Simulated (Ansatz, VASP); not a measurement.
## LiF: VASP beside Ansatz

```xyz
6
Lattice="1.4805 -2.5680 0.0000 1.4805 2.5680 0.0000 0.0000 0.0000 7.3630" Properties=species:S:1:pos:R:3 pbc="T T T"
Li    0.7402    1.2840    2.4546
Li    0.7402   -1.2840    4.9084
Li    1.4805    0.0000    0.0000
F     0.7402   -1.2840    1.2271
F     0.7402    1.2840    6.1360
F     0.0000    0.0000    3.6815
```

Alike in both runs: functional PBE; k mesh 10 × 10 × 4; occupations gaussian, width 0.02 eV; no spin polarisation.

Ansatz relaxed the structure, and its values are those at the end. VASP's run is a single point on that final structure, the one shown.

|  | VASP | Ansatz |
| --- | --- | --- |
| version | VASP 6.6.1 | Ansatz 0.2.0 |
| potentials or method | VASP PAW PBE potentials, release 64 (Li_sv, F) | scalar-relativistic, plane waves, PAW |
| plane-wave cutoff (eV) | 520 | 420 |
| valence electrons in the cell | 30 | 30 |

|  | VASP | Ansatz | Ansatz less VASP |
| --- | --- | --- | --- |
| gap on the k mesh at the Fermi level (eV) | 7.76 | 7.77 | +0.009 |
| least direct gap on the mesh (eV) | 7.79 | 7.80 | +0.010 |

 A hybrid or GW would open this gap; PBE tends to underestimate it. A k mesh can miss the band edges.
